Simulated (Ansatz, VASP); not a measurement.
**Two plane-wave programs on AlN**

```
Al N
1.0
     1.91930   -1.91930    0.00000
     1.91930    1.91930    0.00000
     0.00000    0.00000    4.60633
Al N
2 2
Direct
  0.00337 0.99663 0.03083
  0.50330 0.49670 0.53083
  0.00334 0.99666 0.46117
  0.50332 0.49668 0.96117
```

Alike in both runs: functional PBEsol; k mesh 9 × 9 × 7; no spin polarisation.

Ansatz relaxed the structure, and its values are those at the end. VASP's run is a single point on that final structure, the one shown.

|  | VASP | Ansatz |
| --- | --- | --- |
| version | VASP 6.6.1 | Ansatz 0.2.0 |
| potentials or method | VASP PAW PBE potentials, release 64 (Al, N) | scalar-relativistic, plane waves, PAW |
| plane-wave cutoff (eV) | 520 | 520 |
| occupations | gaussian, width 0.01 eV | fixed |
| valence electrons in the cell | 16 | 16 |

|  | VASP | Ansatz | Ansatz less VASP |
| --- | --- | --- | --- |
| gap on the k mesh at the Fermi level (eV) | 4.38 | 4.39 | +0.006 |
| least direct gap on the mesh (eV) | 5.14 | 5.12 | -0.018 |
| pressure (GPa) | 10.1 | 10.0 | -0.04 |
| rms of the force components (eV/Å) | 0.004 | 0.003 | -0.0011 |

Caveats: the PAW data sets were made with another functional, which shifts forces and pressure a little (VASP); an odd mesh through Γ misses points on the zone boundary, where band edges often lie. A hybrid or GW would open this gap; PBEsol tends to underestimate it.
